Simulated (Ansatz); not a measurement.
# KBr (zincblende) from LDA to hybrids

All numbers come from the PAW code Ansatz. Note: simulated data, non-magnetic, for a generated structure that need not be the stable one.

Structure: zincblende KBr, at its r2SCAN minimum. Space group F-43m (No. 216), cubic; a = 7.377 Å in the conventional setting, 50.17 Å³ an atom. K is surrounded by 4 Br at 3.19 Å; Br is surrounded by 4 K at 3.19 Å.

Relaxed lattice by functional, symmetry kept:

| functional | k mesh | a (Å) | volume (Å³/atom) |
| --- | --- | --- | --- |
| PBE | 6×6×6 | 7.443 | 51.55 |
| r2SCAN | 6×6×6 | 7.377 | 50.17 |
| PBEsol | 6×6×6 | 7.303 | 48.69 |
| LDA | 6×6×6 | 7.124 | 45.19 |
| HSE06 | 4×4×4 | 7.412 | 50.90 |

Gaps on the r2SCAN cell, each the least over its mesh and the special points:

| level | k mesh | gap (eV) | kind | edges | least direct gap (eV) | rough cost |
| --- | --- | --- | --- | --- | --- | --- |
| LDA | 6×6×6 | 3.98 | indirect | (0, 0.229, -1/4) → Γ | 4.00 | 5 core-seconds |
| PBE+SOC | 6×6×6 | 4.14 | indirect | L → Γ | 4.15 | 20 core-seconds |
| r2SCAN | 6×6×6 | 4.84 | indirect | (0, 0.229, -1/4) → Γ | 4.86 | 13 core-seconds |
| r2SCANh | 4×4×4 | 5.46 | indirect | (0, 0.229, -1/4) → Γ | 5.48 | 2.3 core-minutes |
| HSE06 | 4×4×4 | 5.39 | indirect | (0, 0.229, -1/4) → Γ | 5.41 | 100 core-seconds |
| HSE06+SOC | 4×4×4 | 5.24 | indirect | L → Γ | 5.25 | 6 core-minutes |
| DDH-PBE0 | 4×4×4 | 7.93 | indirect | (0, 0.229, -1/4) → Γ | 7.94 | 2.2 core-minutes |
| PBE0 | 4×4×4 | 6.12 | indirect | (0, 0.229, -1/4) → Γ | 6.14 | 100 core-seconds |
| Hartree-Fock | 4×4×4 | 11.27 | indirect | (0, 0.229, -1/4) → Γ | 11.28 | 2.1 core-minutes |

Wave cutoffs: 420 eV, 500 eV (r2SCAN, r2SCANh).
Points off the special ones are mesh points or PBE's searched band edges, reused at the other levels. PBE's own run along the path (4.28 eV) came before the search for the edges and missed one, so it isn't listed.
Costs come from shared machines and give only the order. The runs had 2 threads of Arm Neoverse N1, on a shared host.

With HSE06 the valence top lies at k = (0, 0.229, -1/4) and the conduction bottom at Γ, 5.39 eV higher; the smallest vertical gap, at Γ, is 5.41 eV. Least and direct gap differ so little that the kind isn't settled. Spin-orbit coupling changes the HSE06 gap by -0.16 eV, to 5.24 eV; at Γ the threefold valence level splits into a fourfold and a twofold level 0.48 eV apart, the fourfold one on top.

Spin-orbit coupling moves the least or the direct gap by up to 0.16 eV, so it has to be included where a tenth of an eV counts. Direct and least gap lie within 0.04 eV at some levels, so the kind of gap isn't settled.

r2SCAN (ground state on 6×6×6): The clamped-ion dielectric constant comes out as 1.98 in all directions. Born charges, averaged over directions: K +1.03, Br -1.03 e. PBE (ground state on 6×6×6): The clamped-ion dielectric constant comes out as 2.05 in all directions. Born charges, averaged over directions: K +1.03, Br -1.03 e.

Only the levels marked +SOC include spin-orbit coupling.

Coordinates of k points refer to the reciprocal vectors of the primitive cell of the runs.

The meshes of the hybrids are coarse, so their gaps aren't converged to the digits shown.
